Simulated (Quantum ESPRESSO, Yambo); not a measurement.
# Quasiparticle gap of BeTe (F-43m) in Yambo, part 2 of 3

Aim: the G0W0 gap of BeTe (F-43m) on PBE, step by step.

Quantum ESPRESSO 7.5 and Yambo 5.3.0; PBE and many-body steps on it, plane waves. Known limits of the many-body steps: not at the basis limit; exchange with frozen shells missing; no spin-orbit coupling; coarse k mesh.

So far. Step 2 (Ground state): The gap is indirect, with the least direct gap 1.74 eV higher. Step 3 (Bands along the symmetry lines): The gap is 1.864 eV, as in the run before at this level.

The database entry behind the starting cell differs from later determinations by our own check (an axis about 1.5 % short against later determinations), so it need not match the best structure at ambient conditions.

## Step 4: Empty states on the mesh, 4×4×4 mesh, 121 bands

Level of this step: DFT, PBE, plane waves, norm-conserving pseudopotentials (Quantum ESPRESSO).

The sums over transitions need many empty states on a uniform mesh; this step solves for them.

File pw.in:

```
&control
  calculation = 'nscf'
  prefix = 'x'
  outdir = 'o'
  pseudo_dir = 'pseudo'
/
&system
  ibrav = 0
  nat = 2
  ntyp = 2
  ecutwfc = 76.0
  nbnd = 121
  force_symmorphic = .true.
/
&electrons
  conv_thr = 1e-9
  electron_maxstep = 80
  diago_full_acc = .true.
  diago_thr_init = 5e-6
/
ATOMIC_SPECIES
  Be 9.012 Be.upf
  Te 127.6 Te.upf
CELL_PARAMETERS angstrom
  0.0000000000 2.7700000000 2.7700000000
  2.7700000000 0.0000000000 2.7700000000
  2.7700000000 2.7700000000 -0.0000000000
ATOMIC_POSITIONS crystal
  Be 0.0000000000 0.0000000000 0.0000000000
  Te 0.2500000000 0.2500000000 0.2500000000
K_POINTS automatic
  4 4 4 0 0 0
```

Command:

```console
$ OMP_NUM_THREADS=1 mpirun -n 4 pw.x -nk 4 -in pw.in > pw.out
```

What it wrote:

```text
[banner, memory and clock lines left out]
Program PWSCF v.7.5 starts

     Atomic positions and unit cell read from directory:
     o/x.save/

     Message from routine setup:
     using ibrav=0 with symmetry is DISCOURAGED, use correct ibrav instead

     G-vector sticks info

     bravais-lattice index     =            0
     lattice parameter (alat)  =       7.4028  a.u.
     unit-cell volume          =     286.8573 (a.u.)^3
     number of atoms/cell      =            2
     number of atomic types    =            2
     number of electrons       =        20.00
     number of Kohn-Sham states=          121
     kinetic-energy cutoff     =      76.0000  Ry
     charge density cutoff     =     304.0000  Ry
     Exchange-correlation= PBE
                           (   1   4   3   4   0   0   0)

     celldm(1)=   7.402759  celldm(2)=   0.000000  celldm(3)=   0.000000
     celldm(4)=   0.000000  celldm(5)=   0.000000  celldm(6)=   0.000000

     crystal axes: (cart. coord. in units of alat)
               a(1) = (   0.000000   0.707107   0.707107 )
               a(2) = (   0.707107   0.000000   0.707107 )
               a(3) = (   0.707107   0.707107  -0.000000 )

     reciprocal axes: (cart. coord. in units 2 pi/alat)
               b(1) = ( -0.707107  0.707107  0.707107 )
               b(2) = (  0.707107 -0.707107  0.707107 )
               b(3) = (  0.707107  0.707107 -0.707107 )
     Pseudo is Norm-conserving, Zval =  4.0
     Generated using ONCVPSP code by D. R. Hamann
     Using radial grid of 1358 points,  4 beta functions with:
     Pseudo is Norm-conserving + core correction, Zval = 16.0
     Generated using ONCVPSP code by D. R. Hamann
     Using radial grid of 1294 points,  6 beta functions with:
     Be                4.00     9.01200     Be( 1.00)
     Te               16.00   127.60000     Te( 1.00)

     24 Sym. Ops. (no inversion) found

   Cartesian axes

     site n.     atom                  positions (alat units)
         1        Be     tau(   1) = (   0.0000000   0.0000000   0.0000000  )
         2        Te     tau(   2) = (   0.3535534   0.3535534   0.3535534  )

     number of k points=     8
                       cart. coord. in units 2pi/alat
        k(    1) = (   0.0000000   0.0000000   0.0000000), wk =   0.0312500
        k(    2) = (   0.1767767   0.1767767  -0.1767767), wk =   0.2500000
        k(    3) = (  -0.3535534  -0.3535534   0.3535534), wk =   0.1250000
[...]
k(    7) = (  -0.7071068   0.0000000   0.0000000), wk =   0.0937500
        k(    8) = (  -0.7071068   0.3535534   0.0000000), wk =   0.1875000

     Dense  grid:    25749 G-vectors     FFT dimensions: (  45,  45,  45)

     The potential is recalculated from file :
     o/x.save/charge-density

     Starting wfcs are   11 randomized atomic wfcs +  110 random wfcs

     Band Structure Calculation

     End of band structure calculation

          k = 0.0000 0.0000 0.0000 (  3143 PWs)   bands (ev):

   -91.8186 -27.9676 -27.9676 -27.9676 -27.9532 -27.9532  -4.1965   8.4374
     8.4374   8.4374  12.0433  12.0433  12.0433  12.6444  17.0120  19.0089
    19.0089  19.9802  19.9802  19.9802  23.9052  33.1946  33.1946  33.1946
[...]
[... 4 further rows ...]
[...]
110.4109

          k = 0.1768 0.1768-0.1768 (  3215 PWs)   bands (ev):

[...]
[... 4 further rows ...]
[...]
107.7532

          k =-0.3536-0.3536 0.3536 (  3214 PWs)   bands (ev):

[...]
73.3422  74.1205  74.1205  77.0629  77.6512  77.6512  78.6341  79.8585
     [... 4 further rows ...]
   102.4728 102.4728 105.3503 106.6488 106.6488 108.7096 108.7096 109.0376
   109.2790

          k = 0.3536 0.0000 0.0000 (  3207 PWs)   bands (ev):

     [... further k-points ...]

     highest occupied, lowest unoccupied level (ev):     8.4374   10.3016

     XML data file, pseudopotentials, collected wavefunctions
```

The job ended after 7.6 s (4 MPI ranks of Arm Neoverse V1, shared host; peak memory 0.33 GiB).

Numbers from this step:

```
gap                                                           : 1.864 eV
k of the valence top                                          : 0, 0, 0
k of the conduction bottom                                    : 0, -0.5, -0.5
least direct gap                                              : 3.606 eV
k points computed                                             : 8
lowest point of the top converged band, above the valence top : 99.0430 eV
```

On this mesh the gap is 1.864 eV.

## Step 5: Conversion and set-up

This step: Yambo 5.3.0; conversion and set-up on PBE, plane waves, norm-conserving pseudopotentials.

The states are converted to the many-body program's format and the q mesh is built.

Command:

```console
$ (cd o/x.save; p2y > p2y.log; mv SAVE ../..); yambo > setup.log
```

What it wrote:

```text
 Yambo, version 5.3.0

 [02] CORE Variables Setup
 =========================

  [02.01] Unit cells
  ==================

  Cell kind             :  FCC
  Atoms in the cell     :  Be  Te
  number of Be atoms    :  1
  number of Te atoms    :  1

  List of atomic masses
  Mass of Be    :  9.012000
  Mass of Te    :  127.6000

  List of atomic coordinates    : [cc]
  Be1       :  0.000000  0.000000  0.000000  order 1
  Te1       :  2.617271  2.617271  2.617271  order 2

  Alat factors          :  5.234541  5.234541  5.234541 [a.u.]
  Direct lattice volume :  286.8573 [a.u.]
  Direct lattice vectors:  A[ 1 ]  A[ 2 ]  A[ 3 ]
   A[ 1 ]:  0.000000  1.000000  1.000000  [iru]
   0.000000  5.234541  5.234541  [cc]
   A[ 2 ]:  1.000000  0.000000  1.000000  [iru]
   5.234541  0.000000  5.234541  [cc]
   A[ 3 ]:  1.000000  1.000000 -0.000000  [iru]
   5.234541  5.234541 -0.000000  [cc]

  Recip. lattice volume :  0.864716 [a.u.]
  Recip. lattice vectors:  B[ 1 ]  B[ 2 ]  B[ 3 ]
   B[ 1 ]: -0.500000  0.500000  0.500000  [iku]
  -0.600166  0.600166  0.600166  [cc]
   B[ 2 ]:  0.500000 -0.500000  0.500000  [iku]
   0.600166 -0.600166  0.600166  [cc]
   B[ 3 ]:  0.500000  0.500000 -0.500000  [iku]
   0.600166  0.600166 -0.600166  [cc]

  [02.02] Symmetries
  ==================

  Inversion symmetry    : yes
  Spatial inversion     : no
  Inversion index       :  25
  K-space Time-reversal : yes
  Magnetic symmetries   : no
  Time-reversal derived K-space symmetries:   25   48
  Group table correct   : yes
  Symmetries units      :  [cc]

   [S  1]:   1.0000      0.34382E-16  0.34382E-16  0.34382E-16   1.0000     -0.34382E-16 -0.34382E-16 -0.34382E-16   1.0000
   [S  2]:  -1.0000     -0.34382E-16  0.34382E-16 -0.34382E-16  -1.0000     -0.34382E-16  0.34382E-16  0.34382E-16   1.0000
   [S  3]:  -1.0000      0.34382E-16 -0.34382E-16 -0.34382E-16   1.0000      0.34382E-16  0.34382E-16 -0.34382E-16  -1.0000
[...]
[S  9]:  0.34382E-16   1.0000      0.34382E-16 -0.34382E-16  0.34382E-16   1.0000       1.0000     -0.34382E-16 -0.34382E-16
   [S 10]:  0.34382E-16  -1.0000     -0.34382E-16 -0.34382E-16 -0.34382E-16  -1.0000       1.0000      0.34382E-16  0.34382E-16
     [... 36 further rows ...]
   [S*47]:   1.0000      0.34382E-16 -0.34382E-16  0.34382E-16 -0.34382E-16  -1.0000     -0.34382E-16   1.0000      0.34382E-16
   [S*48]:   1.0000     -0.34382E-16  0.34382E-16  0.34382E-16  0.34382E-16   1.0000     -0.34382E-16  -1.0000     -0.34382E-16

  [02.03] Reciprocal space
  ========================

  nG shells         :  284
  nG charge         :  25749
  nG WFs            :   3890
  nC WFs            :   3250
  G-vecs. in first 28 shells:  [ Number ]
     1    9   15   27   51   59   65   89  113
    137   169   181   229   259   283   307   331   339
    387   411   459   531   537   561   609   645   701
    725
  ...
  Shell energy in first 28 shells:  [ mHa ]
[...]
K/Q-points units:
  rlu = crystal or reduced units; cc = cartesian coordinates; iku = interal k-units

  K [1]          [rlu]:  0.000000  0.000000  0.000000
         WF components:  3143
  K [2]          [rlu]: -0.15124E-17 -0.15124E-17  0.25000
         WF components:   3215
  K [3]          [rlu]:  0.30247E-17  0.30247E-17 -0.50000
         WF components:   3214
  K [4]          [rlu]: -0.97766E-18  0.25000      0.25000
         WF components:   3207
  K [5]          [rlu]:  0.18396E-16  0.25000     -0.50000
         WF components:   3208
  [... 2 further k-points ...]
  K [8]          [rlu]:  0.250000 -0.500000 -0.250000
         WF components:   3188

  [02.05] Energies & Occupations
  ==============================

  [X] === General ===
  [X] Electronic Temperature                        :  0.000000  0.000000 [eV K]
  [X] Bosonic    Temperature                        :  0.000000  0.000000 [eV K]
  [X] Finite Temperature mode                       : no
  [X] El. density                                   :  0.47050E+24 [cm-3]
  [X] Fermi Level                                   :  8.437427 [eV]

  [X] === Gaps and Widths ===
  [X] Conduction Band Min                           :  1.864207 [eV]
  [X] Valence Band Max                              :  0.000000 [eV]
  [X] Filled Bands                                  :  10
  [X] Empty Bands                                   :   11  121
  [X] Direct Gap                                    :  3.605898 [eV]
  [X] Direct Gap localized at k                     :  1
  [X] Indirect Gap                                  :  1.864207 [eV]
  [X] Indirect Gap between kpts                     :   1   7
  [X] Last valence band width                       :  3.441678 [eV]
  [X] 1st conduction band width                     :  3.469896 [eV]

  E @ K [1]:  [eV]
   -100.26      -36.405      -36.405      -36.405      -36.391      -36.391      -12.634     -0.46919E-09
  -0.31707E-09   0.0000       3.6059       3.6059       3.6059       4.2070       8.5746       10.571
   10.57146  11.54282  11.54282  11.54282  15.46781  24.75713  24.75713  24.75713
  occ @ K [1]
[...]
E @ K [2]:  [eV]
[...]
occ @ K [2]
[...]
E @ K [3]:  [eV]
[...]
occ @ K [3]
[...]
E @ K [4]:  [eV]
[...]
occ @ K [4]
[...]
E @ K [5]:  [eV]
[...]
occ @ K [5]
[...]
[... 2 further k-points ...]
  E @ K [8]:  [eV]
[...]
occ @ K [8]
[...]
2.000000  2.000000  0.000000  0.000000  0.000000  0.000000  0.000000  0.000000
   0.000000  0.000000  0.000000  0.000000  0.000000  0.000000  0.000000  0.000000

 [03] Transferred momenta grid and indexing
 ==========================================

 IBZ Q-points                                      :   8
 BZ  Q-points                                      :   64

 K/Q-points units:
 rlu = crystal or reduced units; cc = cartesian coordinates; iku = interal k-units

 Q [1]          [rlu]:  0.000000  0.000000  0.000000
 Q [2]          [rlu]: -0.61447E-17 -0.61447E-17  0.25000
 Q [3]          [rlu]:  0.12289E-16  0.12289E-16 -0.50000
[...]
Q [7]          [rlu]: -0.44291E-16 -0.50000     -0.50000
 Q [8]          [rlu]:  0.250000 -0.500000 -0.250000

  [03.01] X indexes
  =================

   [03.01.01] Sigma indexes
   ========================

 [06] Game Over & Game summary
```

The job ended after 2.3 s (1 MPI rank; peak memory 0.24 GiB).

(Continued in part 3 of 3.)

[Paths, hosts, dates, memory and timing lines, banners, echoed tables and standing remarks are left out of the program output.]

[Logs are printed without paths, hosts, clocks, repeated set-up lines and the standing remarks that a program may print on its own settings, such as how far it seeks lower states.]

[Runs of the session that timed out or met a known fault of the program may be left out.]

[Hosts, paths, dates, database ids (printed as entryN), source tags and the programs' standing remarks are cut or masked in the printed files.]
